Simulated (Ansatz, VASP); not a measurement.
## TiAl3 in VASP and in Ansatz

INCAR

```
SYSTEM = TiAl3
  ALGO = Fast
  EDIFF = 1E-6
  ENCUT = 520
  GGA = PE
  ISIF = 2
  ISMEAR = 0
  LASPH = .TRUE.
  LCHARG = .TRUE.
  LELF = .TRUE.
  LREAL = .FALSE.
  LVHAR = .TRUE.
  LWAVE = .FALSE.
  NBANDS = 18
  NELM = 100
  PREC = Accurate
  SIGMA = 0.1
```

Contents of KPOINTS:

```
k-points
0
G
  6 4 4
  0 0 0
```

Contents of POSCAR:

```
TiAl3
1.0
    2.8396770000      0.0000000000      0.0000000000
    0.0000000000      4.6812640000      0.0000000000
    0.0000000000      0.0000000000      4.9007420000
Ti Al
1 3
Direct
    0.0000000000      0.5000000000      0.1659160000
    0.5000000000      0.5000000000      0.6672710000
    0.5000000000      0.0000000000      0.3309120000
    0.0000000000      0.0000000000      0.8359000000
```

Input for Ansatz:

```yaml
crystal:
  lattice:
    - [2.839677, 0.0, 0.0]
    - [0.0, 4.681264, 0.0]
    - [0.0, 0.0, 4.900742]
  atoms:
    - { symbol: Ti, position: [0.0, 0.5, 0.165916] }
    - { symbol: Al, position: [0.5, 0.5, 0.667271] }
    - { symbol: Al, position: [0.5, 0.0, 0.330912] }
    - { symbol: Al, position: [0.0, 0.0, 0.8359] }
basis:
  ecutwfc: 420
kpoints:
  mp_grid: { grid: [6, 4, 4] }
hamiltonian:
  xc: pbe
scf:
  occupations: { method: gaussian, width: 0.1 }
output:
  forces: true
  stress: true
  eigenvalues: true
```

The cell comes from a database or a generator and needn't be the stable form of this composition.

Alike in both runs: task single point; functional PBE; k mesh 6 × 4 × 4; occupations gaussian, width 0.1 eV; no spin polarisation.

|  | VASP | Ansatz |
| --- | --- | --- |
| version | VASP 6.6.1 | Ansatz 0.2.0 |
| potentials or method | VASP PAW PBE potentials, release 64 (Ti_sv, Al) | scalar-relativistic, plane waves, PAW |
| plane-wave cutoff (eV) | 520 | 420 |
| valence electrons in the cell | 21 | 21 |

```csv
,VASP,Ansatz,Ansatz less VASP
gap on the k mesh at the Fermi level (eV),none,none,-
pressure (GPa),-0.1,0.0,+0.06
largest component of the traceless stress (GPa),1.36,1.37,+0.002
rms of the force components (eV/Å),0.027,0.027,+0.0002
```

Atom by atom the forces differ by 0.001 eV/Å (rms over components). A gap of «none» marks a metal or a gap that the smearing closes. The functional is the same, so the differences come from potentials, cutoffs and numerics.

Caveats: the k mesh is coarse (spacing up to 0.37 Å⁻¹), so the values aren't converged.
